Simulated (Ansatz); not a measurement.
ZrO2, DFT, PBE, PAW with Ansatz's default frozen-core files, scalar-relativistic (Ansatz 0.2.0), run on 2 threads of Arm Neoverse V1 on a shared host.

The geometry is COD entry 2300612, unchecked; take it as a test cell. The listed cell was then made from it by scaling, straining or moving an atom.

Command: `ansatz run input.yaml --threads 2 --pin off --max-ram 6144MiB --backend cpu --events-out ev --progress --plain --runs-dir out`

```yaml
crystal:
  lattice:
    - [3.6434225321, 0.0, 0.0]
    - [0.0, 3.6434225321, 0.0]
    - [0.0, 0.0, 5.2451262336]
  atoms:
    - { symbol: Zr, position: [0.0, 0.0, 0.0] }
    - { symbol: Zr, position: [0.5, 0.5, 0.5] }
    - { symbol: O, position: [0.0, 0.5, 0.203] }
    - { symbol: O, position: [0.0, 0.5, 0.703] }
    - { symbol: O, position: [0.5, 0.0, 0.297] }
    - { symbol: O, position: [0.5, 0.0, 0.797] }
kpoints:
  mp_grid: { grid: [6, 6, 4] }
scf:
  occupations: { method: fermi_dirac, width: 0.01 }
hamiltonian:
  xc: pbe
  pseudopotentials: { kind: paw }
output:
  forces: true
  stress: true
  eigenvalues: true
  efg: { contact_densities: true }
  write_density: true
  write_potential: true
  elf: true
  volumetric_format: npy
```

(1) How large is the problem that the program sets up?

(2) About how long does it take, and how much memory does it use?

(3) And the same cell and mesh by all-electron PAW (datasets made for this crystal), asked for forces, stress, eigenvalues, efg, on the same hardware?

Results:

(1) 30 irreducible k-points, 1377 plane waves at Γ, 30 bands.

(2) 3.7 s of wall time for 6 SCF iterations, with a peak of 0.41 GiB. Times on shared machines scatter by tens of per cent.

(3) 8.5 s, peak memory 0.59 GiB.
